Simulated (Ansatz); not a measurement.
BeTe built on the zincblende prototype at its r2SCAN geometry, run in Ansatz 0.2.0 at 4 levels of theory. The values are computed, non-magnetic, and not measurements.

The LDA input:
```yaml
crystal:
  lattice:
    - [0.0, 2.8286236224, 2.8286236224]
    - [2.8286236224, 0.0, 2.8286236224]
    - [2.8286236224, 2.8286236224, 0.0]
  atoms:
    - { symbol: Be, position: [0.0, 0.0, 0.0] }
    - { symbol: Te, position: [0.25, 0.25, 0.25] }
kpoints:
  mp_grid: { grid: [8, 8, 8] }
  band_path:
    path:
      - [0.0, 0.0, 0.0]
      - [-0.5, -0.5, 0.0]
      - [-0.375, -0.375, 0.25]
      - [-0.375, 0.0, 0.375]
      - [0.0, 0.0, 0.5]
      - [-0.5, -0.25, 0.25]
      - [0.0, 0.5, 0.5]
    npoints: 1
hamiltonian:
  xc: lda
scf:
  occupations: { method: fixed }
  n_extra_bands: 4
output:
  forces: true
  stress: true
  eigenvalues: true
```

Main results, then, where recorded, the levels near the gap in eV from the Fermi energy (columns number the bands from 0), one row a point of the path (Γ, X, U, K, L, W, X):
```
Crystal: 2 atoms, lattice volume = 45.264 Å³
Symmetry: 24 space group operations
Space group: F-43m (ITA 216)
```
```
Basis set: ecut = 420 eV, 893 PW (Γ)
Bands: 13, of which v1, the nominal top of the filled ones, is band 9 counted from 1 (8 counted from 0)
k-points: 29 of 512 (time reversal used)
Free energy (F): -6916.126609 eV
Fermi energy:    6.966816 eV
--- Stress (GPa, compression-positive) ---
       -3.138716       0.000000       0.000000
        0.000000      -3.138716       0.000000
        0.000000       0.000000      -3.138716
  P = ⅓ Tr σ = -3.1387 GPa (-31.387 kbar)
```
```tsv
band_5	band_6	band_7	band_8	band_9	band_10	band_11
-12.260	0.000	0.000	0.000	3.592	3.628	3.628
-10.511	-4.994	-2.585	-2.585	1.918	2.697	9.559
-10.532	-4.638	-3.812	-2.180	2.679	5.227	7.813
-10.532	-4.638	-3.812	-2.180	2.679	5.227	7.813
-10.975	-5.433	-1.102	-1.102	3.018	4.600	4.600
-10.480	-4.457	-3.629	-3.146	5.207	5.465	5.530
-10.511	-4.994	-2.585	-2.585	1.918	2.697	9.559
```

With LDA the valence top lies at Γ and the conduction bottom at X, 1.92 eV higher; the smallest vertical gap, at Γ, is 3.59 eV.

r2SCANh. Against the first input these blocks differ (the band path and keys that only write files left aside):
```yaml
kpoints:
  mp_grid: { grid: [6, 6, 6] }
hamiltonian:
  xc: r2scanh
```

```
Basis set: ecut = 500 eV, 1139 PW (Γ)
Bands: 13, of which v1, the nominal top of the filled ones, is band 9 counted from 1 (8 counted from 0)
k-points: 16 of 216 (time reversal used)
hybrid outer 1: dexx = +9.340e-5 eV, tail = 5.86e-7 eV
hybrid outer 2: dexx = +7.127e-9 eV, tail = 6.11e-9 eV, Δε = 4.15e-4 eV
Free energy (F): -7089.128462 eV
Fermi energy:    6.791098 eV
--- Stress (GPa, compression-positive) ---
       -0.281870       0.000000       0.000000
        0.000000      -0.281870       0.000000
        0.000000       0.000000      -0.281870
  P = ⅓ Tr σ = -0.2819 GPa (-2.819 kbar)
```
```tsv
band_5	band_6	band_7	band_8	band_9	band_10	band_11
-13.150	0.000	0.000	0.000	4.575	4.575	4.575
-11.142	-5.487	-2.791	-2.791	2.839	3.505	11.209
-11.169	-5.112	-4.079	-2.351	3.587	6.304	9.176
-11.169	-5.112	-4.079	-2.351	3.587	6.304	9.176
-11.685	-5.907	-1.188	-1.188	4.020	5.588	5.588
-11.107	-4.933	-3.890	-3.354	6.204	6.665	6.786
-11.142	-5.487	-2.791	-2.791	2.839	3.505	11.209
```

With r2SCANh the valence top lies at Γ and the conduction bottom at X, 2.84 eV higher; the smallest vertical gap, at Γ, is 4.57 eV. The mean stress, -0.3 GPa, is small, and the program warns that its thresholds are loose for a hybrid's stress.

HSE06. Against the first input these blocks differ (the band path and keys that only write files left aside):
```yaml
kpoints:
  mp_grid: { grid: [6, 6, 6] }
hamiltonian:
  xc: hse06
```

```
Basis set: ecut = 420 eV, 893 PW (Γ)
Bands: 13, of which v1, the nominal top of the filled ones, is band 9 counted from 1 (8 counted from 0)
k-points: 16 of 216 (time reversal used)
Exchange kernel: α = 0.2500, screened, ω = 0.2079 Å⁻¹, Wigner–Seitz truncation, v(0) = 1046.6341 eV·Å³, q-mesh 6×6×6
hybrid outer 1: dexx = +2.449e-3 eV, tail = 4.96e-5 eV
hybrid outer 2: dexx = +6.886e-7 eV, tail = 1.18e-8 eV, Δε = 2.75e-3 eV
Free energy (F): -7078.179674 eV
Fermi energy:    6.778838 eV
--- Stress (GPa, compression-positive) ---
       -0.824408       0.000000       0.000000
        0.000000      -0.824408       0.000000
        0.000000       0.000000      -0.824408
  P = ⅓ Tr σ = -0.8244 GPa (-8.244 kbar)
```
```tsv
band_5	band_6	band_7	band_8	band_9	band_10	band_11
-13.393	0.000	0.000	0.000	4.482	4.482	4.482
-11.351	-5.575	-2.820	-2.820	2.695	3.392	11.008
-11.377	-5.191	-4.127	-2.373	3.455	6.168	9.040
-11.377	-5.191	-4.127	-2.373	3.455	6.168	9.040
-11.901	-6.006	-1.198	-1.198	3.865	5.487	5.487
-11.314	-5.009	-3.932	-3.388	6.081	6.485	6.599
-11.351	-5.575	-2.820	-2.820	2.695	3.392	11.008
```

The HSE06 gap is indirect, 2.69 eV (Γ to X), below the direct gap of 4.48 eV at Γ. The mean pressure is -0.8 GPa (compression positive), so HSE06 would shrink the cell's volume. The stress of a hybrid is loosely converged here.

**Question.** Another run on the same cell gave
```
Basis set: ecut = 420 eV, 893 PW (Γ)
Bands: 26, of which v1, the nominal top of the filled ones, is band 18 counted from 1 (17 counted from 0)
k-points: 8 of 64 (time reversal used)
hybrid outer 1: dexx = +2.421e-3 eV, tail = 4.68e-5 eV
hybrid outer 2: dexx = +8.059e-8 eV, tail = 3.01e-8 eV, Δε = 1.28e-3 eV
Free energy (F): -7075.992881 eV
Fermi energy:    7.095541 eV
```
```tsv
band_10	band_11	band_12	band_13	band_14	band_15	band_16	band_17	band_18	band_19	band_20	band_21	band_22	band_23
-13.678	-13.678	-1.000	-1.000	0.000	0.000	0.000	0.000	4.130	4.130	4.206	4.206	4.206	4.206
-11.631	-11.631	-5.912	-5.912	-3.347	-3.347	-2.918	-2.918	2.397	2.397	3.095	3.095	10.492	10.492
-11.658	-11.657	-5.649	-5.409	-4.609	-4.288	-2.676	-2.656	3.144	3.169	5.804	5.911	8.626	8.696
-11.658	-11.657	-5.649	-5.409	-4.609	-4.288	-2.676	-2.656	3.144	3.169	5.804	5.911	8.626	8.696
-12.183	-12.183	-6.333	-6.333	-1.793	-1.793	-1.250	-1.250	3.574	3.574	5.144	5.144	5.215	5.215
-11.595	-11.594	-5.510	-5.168	-4.540	-4.045	-3.674	-3.612	5.728	5.762	6.166	6.190	6.293	6.294
-11.631	-11.631	-5.912	-5.912	-3.347	-3.347	-2.918	-2.918	2.397	2.397	3.095	3.095	10.492	10.492
```
Which level of theory and mesh gave it?

**Answer.** It is HSE06+SOC, judged by the exchange loop and the size of the gap (a near hybrid could fit too), on 4×4×4; the blocks that differ from the first input, but for the band path:
```yaml
kpoints:
  mp_grid: { grid: [4, 4, 4] }
hamiltonian:
  xc: hse06
scf:
  occupations: { method: fixed }
  n_extra_bands: 8
magnetization:
  noncollinear: true
  spin_orbit: true
output:
  eigenvalues: true
```
HSE06+SOC gives an indirect gap of 2.40 eV, from Γ to X; the least direct gap is 4.13 eV at Γ.

Small level splittings and stresses of the hybrids carry the error of their coarser meshes.

Totals of different functionals, or with and without spin-orbit coupling, can't be compared.

Only the levels marked +SOC include spin-orbit coupling.

The meshes of the hybrids are coarse, so their gaps aren't converged to the digits shown.
